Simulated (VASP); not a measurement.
Input of a VASP 6.6.1 run:

INCAR

```
  ALGO = Normal
  EDIFF = 1E-6
  ENCUT = 520
  GGA = RP
  ISIF = 2
  ISMEAR = -1
  LASPH = T
  LCHARG = F
  LREAL = F
  LWAVE = F
  NBANDS = 66
  NELM = 100
  PREC = Accurate
  SIGMA = 0.05
```

KPOINTS

```
k-points
0
Gamma
  8 8 2
```

File POSCAR:

```
ZnS
1.0
    3.8965456971      0.0000000000      0.0000000000
   -1.9482728485      3.3745075607      0.0000000000
    0.0000000000      0.0000000000     19.1091968687
Zn S
6 6
Direct
    0.3333333333      0.6666666667      0.8332564954
    0.6666666667      0.3333333333      0.3332564954
    0.6666666667      0.3333333333      0.6667411361
    0.3333333333      0.6666666667      0.1667411361
    0.0000000000      0.0000000000      0.5000208270
    0.0000000000      0.0000000000      0.0000208270
    0.3333333333      0.6666666667      0.9581875151
    0.6666666667      0.3333333333      0.4581875151
    0.6666666667      0.3333333333      0.7916562497
    0.3333333333      0.6666666667      0.2916562497
    0.0000000000      0.0000000000      0.6251377767
    0.0000000000      0.0000000000      0.1251377767
```

Potentials or basis: VASP PAW PBE potentials, release 64 (Zn, S).

The run is started by

```sh
$ cat potpaw_PBE.64/Zn/POTCAR potpaw_PBE.64/S/POTCAR > POTCAR
$ mpirun -np 1 vasp_std > vasp.out
```

What does it give for the pressure?

0.1 GPa.

Estimate the band gap on the k mesh.

2.05 eV.

Caveat: the PAW data sets were made with another functional, which shifts forces and pressure a little.

**The experiment to reproduce.**

From a printed reference work, monograph, for a bulk crystal of ZnS at 4 K: band gap 3.911 eV (direct).

Against the measured gap of ZnS, 3.911 eV (direct; 4 K; a printed reference work, monograph), the calculated 2.05 eV is off by -1.86 eV. The value is that of RPBE on a finite k mesh, which can miss the band edges, without temperature or zero-point motion. Semilocal functionals fall short of measured gaps as a rule.
